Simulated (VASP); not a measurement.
# KCl (Sylvite) (Fm-3m) in VASP: notebook

KCl (Sylvite) is run at these levels: r2SCAN, PBE; tasks: single point.

Everything below comes from runs of VASP 6.6.1. Logs are shortened: lines on timing, memory, paths and dates and some standing lists are left out, and cuts for length are marked.

**What was measured.**

A printed reference work, monograph reports, for a bulk crystal of KCl: band gap 8.68 eV.

How close the calculation comes is told below.

### Step 1. The cell of the first run

Symmetry: Fm-3m, No. 225, cubic system. The conventional cell has a = 6.352 Å, b = 6.352 Å, c = 6.352 Å, α = 90.00°, β = 90.00°, γ = 90.00°. Within 4.2 Å of K (site symmetry m-3m) lie 6 Cl at 3.18 Å. Within 4.2 Å of Cl (site symmetry m-3m) lie 6 K at 3.18 Å.

### Step 2. Single point, r2SCAN (volume changed by +3%)

POSCAR

```
KCl
1.0
    0.0000000000      3.1759862505      3.1759862505
    3.1759862505      0.0000000000      3.1759862505
    3.1759862505      3.1759862505      0.0000000000
K Cl
1 1
Direct
    0.0000000000      0.0000000000      0.0000000000
    0.5000000000      0.5000000000      0.5000000000
```

INCAR.step1

```
SYSTEM = KCl
  PREC = Accurate
  ENCUT = 520
  ISMEAR = 0
  SIGMA = 0.01
  LREAL = .FALSE.
  LASPH = .TRUE.
  NELM = 100
  NBANDS = 15
  GGA = PE
  ALGO = Normal
  EDIFF = 1E-4
  LWAVE = .TRUE.
  LCHARG = .FALSE.
```

INCAR.step2

```
SYSTEM = KCl
  PREC = Accurate
  ENCUT = 520
  EDIFF = 1E-6
  ISMEAR = 0
  SIGMA = 0.01
  LREAL = .FALSE.
  LASPH = .TRUE.
  NELM = 100
  ALGO = Normal
  ISIF = 2
  LWAVE = .FALSE.
  LCHARG = .FALSE.
  METAGGA = R2SCAN
  LMIXTAU = .TRUE.
  NBANDS = 15
  ISTART = 1
```

KPOINTS

```
regular mesh
0
G
  6 6 6
  0 0 0
```

Potentials or basis: VASP PAW PBE potentials, release 64 (K_sv, Cl).

Started as:

```console
> cat potpaw_PBE.64/K_sv/POTCAR potpaw_PBE.64/Cl/POTCAR > POTCAR
> cp INCAR.step1 INCAR
> mpirun -np 1 vasp_std > vasp.out
> cp INCAR.step2 INCAR
> mpirun -np 1 vasp_std > vasp.out
```

OUTCAR:

```text
SYSTEM = KCl
   PREC = Accurate
   ENCUT = 520
   EDIFF = 1E-6
   ISMEAR = 0
   LREAL = .FALSE.
   LASPH = .TRUE.
   NELM = 100
   ISIF = 2
   METAGGA = R2SCAN
   ISTART = 1

 ion  position               nearest neighbor table
   1  0.000  0.000  0.000-   2 3.18   2 3.18   2 3.18   2 3.18   2 3.18   2 3.18
   2  0.500  0.500  0.500-   1 3.18   1 3.18   1 3.18   1 3.18   1 3.18   1 3.18

  LATTYP: Found a face centered cubic cell.
 ALAT       =     6.3519725010

  Lattice vectors:

 A1 = (   0.0000000000,   3.1759862505,   3.1759862505)
 A2 = (   3.1759862505,   0.0000000000,   3.1759862505)
 A3 = (   3.1759862505,   3.1759862505,   0.0000000000)

Analysis of symmetry for initial positions (statically):
=====================================================================
 Subroutine PRICEL returns:
 Original cell was already a primitive cell.

 Routine SETGRP: Setting up the symmetry group for a
 face centered cubic supercell.

 Subroutine GETGRP returns: Found 48 space group operations
 (whereof 48 operations were pure point group operations)
 out of a pool of 48 trial point group operations.

The static configuration has the point symmetry O_h .

Analysis of symmetry for dynamics (positions and initial velocities):
=====================================================================
 Subroutine PRICEL returns:
 Original cell was already a primitive cell.

 Routine SETGRP: Setting up the symmetry group for a
 face centered cubic supercell.

 Subroutine GETGRP returns: Found 48 space group operations
 (whereof 48 operations were pure point group operations)
 out of a pool of 48 trial point group operations.

The dynamic configuration has the point symmetry O_h .

 Subroutine INISYM returns: Found 48 space group operations
 (whereof 48 operations are pure point group operations),
 and found     1 'primitive' translations

----------------------------------------------------------------------------------------

                                     Primitive cell

  volume of cell :      64.0716

  direct lattice vectors                    reciprocal lattice vectors
     0.000000000  3.175986250  3.175986250    -0.157431412  0.157431412  0.157431412
     3.175986250  0.000000000  3.175986250     0.157431412 -0.157431412  0.157431412
     3.175986250  3.175986250  0.000000000     0.157431412  0.157431412 -0.157431412

  length of vectors
     4.491522829  4.491522829  4.491522829     0.272679204  0.272679204  0.272679204

  position of ions in fractional coordinates (direct lattice)
     0.000000000  0.000000000  0.000000000
     0.500000000  0.500000000  0.500000000

  ion indices of the primitive-cell ions
   primitive index   ion index
                 1           1
                 2           2

----------------------------------------------------------------------------------------

 KPOINTS: regular mesh

Automatic generation of k-mesh.
 Grid dimensions read from file:
 generate k-points for:    6    6    6

 Generating k-lattice:

  Cartesian coordinates                     Fractional coordinates (reciprocal lattice)
    -0.026238569  0.026238569  0.026238569     0.166666667  0.000000000  0.000000000
     0.026238569 -0.026238569  0.026238569     0.000000000  0.166666667  0.000000000
     0.026238569  0.026238569 -0.026238569     0.000000000  0.000000000  0.166666667

  Length of vectors
     0.045446534  0.045446534  0.045446534

  Shift w.r.t. Gamma in fractional coordinates (k-lattice)
     0.000000000  0.000000000  0.000000000

 Subroutine IBZKPT returns following result:
 ===========================================

 Found     16 irreducible k-points:

 Following reciprocal coordinates:
            Coordinates               Weight
  0.000000  0.000000  0.000000      1.000000
  0.166667  0.000000  0.000000      8.000000
  0.333333  0.000000  0.000000      8.000000
  0.500000  0.000000  0.000000      4.000000
  0.166667  0.166667  0.000000      6.000000
  0.333333  0.166667  0.000000     24.000000
[... 8 lines left out ...]
 -0.333333  0.333333  0.166667     24.000000
 -0.333333  0.500000  0.166667     12.000000
   k-points           NKPTS =     16   k-points in BZ     NKDIM =     16   number of bands    NBANDS=     15
   number of dos      NEDOS =    301   number of ions     NIONS =      2
   total plane-waves  NPLWV =  46656
   dimension x,y,z NGX =    36 NGY =   36 NGZ =   36
   dimension x,y,z NGXF=    72 NGYF=   72 NGZF=   72
   ions per type =               1   1
   NGX,Y,Z   is equivalent  to a cutoff of  13.32, 13.32, 13.32 a.u.
   NGXF,Y,Z  is equivalent  to a cutoff of  26.65, 26.65, 26.65 a.u.
 SYSTEM =  KCl
   PREC   = accura    normal or accurate (medium, high low for compatibility)
   ISTART =      1    job   : 0-new  1-cont  2-samecut
   ICHARG =      0    charge: 1-file 2-atom 10-const
   ISPIN  =      1    spin polarized calculation?
   LNONCOLLINEAR =      F non collinear calculations
   LSORBIT =      F    spin-orbit coupling
   LASPH  =      T    aspherical Exc in radial PAW
   ENCUT  =  520.0 eV  38.22 Ry    6.18 a.u.   8.35  8.35  8.35*2*pi/ulx,y,z
   NELM   =    100;   NELMIN=  2; NELMDL=  0     # of ELM steps
   EDIFF  = 0.1E-05   stopping-criterion for ELM
   LREAL  =      F    real-space projection
   EDIFFG = 0.1E-04   stopping-criterion for IOM
   NSW    =      0    number of steps for IOM
   IBRION =     -1    ionic relax: 0-MD 1-quasi-New 2-CG
   NFREE  =      0    steps in history (QN), initial steepest desc. (CG)
   ISIF   =      2    stress and relaxation
   ISYM   =      2    0-nonsym 1-usesym 2-fastsym
   POTIM  = 0.5000    time-step for ionic-motion
   TEBEG  =    0.0;   TEEND  =   0.0 temperature during run
   PSTRESS=    0.0 pullay stress
   NELECT =      16.0000    total number of electrons
   NUPDOWN=      -1.0000    fix difference up-down
   EMIN   =  10.00;   EMAX   =-10.00  energy-range for DOS
   EFERMI =   0.00;   METHOD = LEGACY
   ISMEAR =     0;   SIGMA  =   0.01  broadening in eV -4-tet -1-fermi 0-gaus
   EFERMI_NEDOS =   21; number of points for ismear=-14 and -15
   IALGO  =     38    algorithm
   IMIX   =      4    mixing-type and parameters
     AMIX     =   0.40;   BMIX     =  1.00
     AMIX_MAG =   1.60;   BMIX_MAG =  1.00
  volume/ion in A,a.u.               =      32.04       216.19
  Fermi-wavevector in a.u.,A,eV,Ry     =   1.030923  1.948162 14.460301  1.062802
  Thomas-Fermi vector in A             =   2.165045
   LORBIT       =      0    0 simple, 1 ext, 2 COOP (PROOUT), +10 PAW based schemes
   METAGGA = R2SCAN    functional components
   LHFCALC =     F    Hartree Fock is set to
   AEXX    =    0.0000 exact exchange contribution
   IVDW    =     0    specifies the selected vdW correction
   LEPSILON=     F    determine dielectric tensor
   LRPA    =     F    only Hartree local field effects (RPA)
 non-spin polarized calculation
 Gauss-broadening in eV      SIGMA  =   0.01
  energy-cutoff  :      520.00
  volume of cell :       64.07
 maximum number of plane-waves:      1759
 NGX is ok and might be reduce to    36
   NGX = 17   NGY = 17   NGZ = 17

 number of electron      15.9999998 magnetization

 Free energy of the ion-electron system (eV)
  ---------------------------------------------------
  ext. energy  EPLUGINS =         0.00000000
  ---------------------------------------------------
  free energy    TOTEN  =       -16.50405440 eV

  energy without entropy =      -16.50405440  energy(sigma->0) =      -16.50405440

 E-fermi :  -2.2927     XC(G=0):  -7.8283

 val. band max:       -2.3721723981   @ k =   0.0000   0.0000   0.0000
 cond. band min:       3.3598923351   @ k =   0.0000   0.0000   0.0000
 fundamental gap:      5.7320647332
 Fermi energy:        -2.2926989887

 k-point     1 :       0.0000    0.0000    0.0000
  band No.  band energies     occupation
      1     -30.7109      2.00000
      2     -15.0110      2.00000
      3     -13.4013      2.00000
      4     -13.4013      2.00000
      5     -13.4013      2.00000
      6      -2.3722      2.00000
      7      -2.3722      2.00000
      8      -2.3722      2.00000
      9       3.3599      0.00000
     10       6.6486      0.00000
     11       6.6486      0.00000
     12       6.6486      0.00000
     13       7.6753      0.00000
     14       7.6753      0.00000
     15      10.8917      0.00000

 k-point     2 :       0.1667    0.0000    0.0000
  band No.  band energies     occupation
      1     -30.7087      2.00000
      2     -15.0519      2.00000
      3     -13.4032      2.00000
      4     -13.4032      2.00000
      5     -13.3469      2.00000
      6      -2.6638      2.00000
      7      -2.4506      2.00000
      8      -2.4506      2.00000
      9       3.9786      0.00000
     10       6.4222      0.00000
     11       6.9979      0.00000
     12       6.9979      0.00000
     13       8.0424      0.00000
     14       8.0424      0.00000
     15      11.8923      0.00000

 k-point     3 :       0.3333    0.0000    0.0000
  band No.  band energies     occupation
      1     -30.7042      2.00000
      2     -15.1268      2.00000
      3     -13.4071      2.00000
      4     -13.4071      2.00000
      5     -13.2442      2.00000
      6      -3.1547      2.00000
      7      -2.6001      2.00000
      8      -2.6001      2.00000
      9       5.1773      0.00000
     10       6.4304      0.00000
     11       7.9489      0.00000
     12       7.9489      0.00000
     13       8.9710      0.00000
     14       8.9710      0.00000
     15      11.2053      0.00000

 k-point     4 :       0.5000    0.0000    0.0000
  band No.  band energies     occupation
      1     -30.7020      2.00000
      2     -15.1615      2.00000
      3     -13.4090      2.00000
      4     -13.4090      2.00000
      5     -13.1953      2.00000
      6      -3.3691      2.00000
      7      -2.6715      2.00000
      8      -2.6715      2.00000
      9       5.6783      0.00000
     10       6.7587      0.00000
     11       8.8586      0.00000
     12       8.8586      0.00000
     13       9.7072      0.00000
     14       9.7072      0.00000
     15      10.4673      0.00000
[... 163 lines left out ...]
 k-point    14 :       0.5000    0.3333    0.1667
  band No.  band energies     occupation
      1     -30.7014      2.00000
      2     -15.0535      2.00000
      3     -13.4547      2.00000
      4     -13.4315      2.00000
      5     -13.3109      2.00000
      6      -3.0897      2.00000
      7      -2.6673      2.00000
      8      -2.6656      2.00000
      9       5.6718      0.00000
     10       6.0005      0.00000
     11       8.2599      0.00000
     12       8.8656      0.00000
     13       9.0207      0.00000
     14       9.3445      0.00000
     15      10.2099      0.00000

 k-point    15 :      -0.3333    0.3333    0.1667
  band No.  band energies     occupation
      1     -30.7000      2.00000
      2     -15.0413      2.00000
      3     -13.4680      2.00000
      4     -13.4523      2.00000
      5     -13.3052      2.00000
      6      -3.0513      2.00000
      7      -2.7970      2.00000
      8      -2.7073      2.00000
      9       6.0809      0.00000
     10       6.3335      0.00000
     11       8.1602      0.00000
     12       8.3667      0.00000
     13       9.5291      0.00000
     14      10.1938      0.00000
     15      10.2880      0.00000

 k-point    16 :      -0.3333    0.5000    0.1667
  band No.  band energies     occupation
      1     -30.6993      2.00000
      2     -14.9770      2.00000
      3     -13.5062      2.00000
      4     -13.4687      2.00000
      5     -13.3563      2.00000
      6      -2.9344      2.00000
      7      -2.7695      2.00000
      8      -2.7231      2.00000
      9       5.4003      0.00000
     10       7.0532      0.00000
     11       7.4586      0.00000
     12       8.5827      0.00000
     13       9.3826      0.00000
     14      10.0468      0.00000
     15      10.5898      0.00000

------------------------ aborting loop because EDIFF is reached ----------------------------------------

  FORCE on cell =-STRESS in cart. coord.  units (eV):
  Direction    XX          YY          ZZ          XY          YZ          ZX
  --------------------------------------------------------------------------------------
  -------------------------------------------------------------------------------------
  Total       -0.2125157     -0.2125157     -0.2125157      0.0000000      0.0000000     -0.0000000
  in kB       -5.3141736     -5.3141736     -5.3141736      0.0000000      0.0000000     -0.0000000
  external PRESSURE =      -5.3141736 kB  Pullay stress =       0.0000000 kB

 VOLUME and BASIS-vectors are now :
 -----------------------------------------------------------------------------
  energy-cutoff  :      520.00
  volume of cell :       64.07
      direct lattice vectors                 reciprocal lattice vectors
     0.000000000  3.175986250  3.175986250    -0.157431412  0.157431412  0.157431412
     3.175986250  0.000000000  3.175986250     0.157431412 -0.157431412  0.157431412
     3.175986250  3.175986250  0.000000000     0.157431412  0.157431412 -0.157431412

 POSITION                                       TOTAL-FORCE (eV/Angst)
 -----------------------------------------------------------------------------------
      0.00000      0.00000      0.00000        -0.000000     -0.000000      0.000000
      3.17599      3.17599      3.17599         0.000000      0.000000     -0.000000
 -----------------------------------------------------------------------------------
    total drift:                                0.000000      0.000000      0.000000

  FREE ENERGIE OF THE ION-ELECTRON SYSTEM (eV)
  ---------------------------------------------------
  free  energy   TOTEN  =       -16.5040544021 eV

  energy  without entropy=      -16.5040544021  energy(sigma->0) =      -16.50405440
```

Wall time 74 s (1 thread of Intel Xeon 6975P-C, shared host); peak memory 0.21 GiB.

What came out:

```
Free energy            : -16.5041 eV
Pressure               : -0.5 GPa
Band gap on the k mesh : 5.73 eV, direct
```

Caveat: the PAW data sets were made with another functional, which shifts forces and pressure a little.

### Step 3. Single point, r2SCAN (volume changed by +6%)

POSCAR

```
KCl
1.0
    0.0000000000      3.2065264533      3.2065264533
    3.2065264533      0.0000000000      3.2065264533
    3.2065264533      3.2065264533      0.0000000000
K Cl
1 1
Direct
    0.0000000000      0.0000000000      0.0000000000
    0.5000000000      0.5000000000      0.5000000000
```

INCAR.step1

```
ALGO = Normal
EDIFF = 1E-4
ENCUT = 520
GGA = PE
ISMEAR = 0
LASPH = True
LCHARG = False
LREAL = False
LWAVE = True
NBANDS = 15
NELM = 80
PREC = Accurate
SIGMA = 0.01
```

INCAR.step2

```
ALGO = Normal
EDIFF = 1E-7
ENCUT = 520
ISIF = 2
ISMEAR = 0
ISTART = 1
LASPH = True
LCHARG = True
LELF = True
LMIXTAU = True
LREAL = False
LVHAR = True
LWAVE = False
METAGGA = R2SCAN
NBANDS = 15
NELM = 80
PREC = Accurate
SIGMA = 0.01
```

KPOINTS

```
k-points
0
Gamma
  6 6 6
```

Potentials or basis: VASP PAW PBE potentials, release 64 (K_sv, Cl).

Started as:

```console
> cat potpaw_PBE.64/K_sv/POTCAR potpaw_PBE.64/Cl/POTCAR > POTCAR
> cp INCAR.step1 INCAR
> mpirun -np 1 vasp_std > vasp.out
> cp INCAR.step2 INCAR
> mpirun -np 1 vasp_std > vasp.out
```

Run time: 90 s. Hardware: 1 thread of Intel Xeon 6975P-C, shared host; peak memory 0.22 GiB.

It converged, with:

* Free energy: -16.4959 eV
* Pressure: -1.0 GPa
* Band gap on the k mesh: 5.64 eV, direct

Levels at points of the mesh, in eV from the valence-band top:
| k point | band 5 | band 6 | band 7 | band 8 | band 9 | band 10 | band 11 | band 12 |
| --- | --- | --- | --- | --- | --- | --- | --- | --- |
| (0.00, 0.00, 0.00) | -11.10 | 0.00 | 0.00 | 0.00 | 5.64 | 9.00 | 9.00 | 9.00 |
| (0.50, 0.00, 0.00) | -10.91 | -0.95 | -0.28 | -0.28 | 7.97 | 9.01 | 11.14 | 11.14 |
| (0.50, 0.50, 0.00) | -11.15 | -0.63 | -0.21 | -0.21 | 7.08 | 8.96 | 10.35 | 11.00 |

Caveat: the PAW data sets were made with another functional, which shifts forces and pressure a little.

(Continued in part 2 of 2.)
